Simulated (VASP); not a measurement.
Set up this calculation in VASP 6.6.1, as the native input.

```yaml
Task: single point
Functional: PBE
Potentials_or_basis: VASP PAW PBE potentials, release 64 (Al, O)
Cutoff: 520 eV
k_mesh: 10 × 10 × 4
Occupations: fermi-dirac, width 0.05 eV
Spin: no spin polarisation
Further_INCAR_settings: ALGO = Normal; EDIFF = 1e-07; NBANDS = 20
```

The structure of Al2O3 lies in POSCAR:

```
Al2O3
1.0
    3.0174825440      0.0000000000      0.0000000000
   -1.5087412720      2.6132165386      0.0000000000
    0.0000000000      0.0000000000      7.5746360022
Al O
2 3
Direct
    0.0009790000     -0.0001850000      0.7170710000
    0.0085840000      0.0097380000      0.2834640000
    0.0001340000     -0.0061260000      0.5013370000
    0.6881470000      0.3321920000      0.8015020000
    0.3290910000      0.6670400000      0.1962720000
```

The cell comes from a database or a generator and needn't be the stable form of this composition.

The cell isn't the ideal one: atoms moved at random, drawn with an rms of 0.05 Å.

These files were run (other wordings do the same):

INCAR

```
  ALGO = Normal
  EDIFF = 1E-7
  ENCUT = 520
  GGA = PE
  ISIF = 2
  ISMEAR = -1
  LASPH = True
  LCHARG = False
  LREAL = False
  LWAVE = False
  NBANDS = 20
  NELM = 60
  PREC = Accurate
  SIGMA = 0.05
```

KPOINTS

```
k-points
0
Gamma
  10 10 4
```

Potentials or basis: VASP PAW PBE potentials, release 64 (Al, O).

Launch:

```sh
$ cat potpaw_PBE.64/Al/POTCAR potpaw_PBE.64/O/POTCAR > POTCAR
$ mpirun -np 1 vasp_std > vasp.out
```

Results of the run:

```
Pressure               : 1.4 GPa
Largest force          : 2.322 eV/Å
Band gap on the k mesh : 2.97 eV, direct
```

Wall time 4.3 min on 1 thread of AMD EPYC 7R43 64-Core Processor (Zen 3) (shared host), peak memory 0.28 GiB.
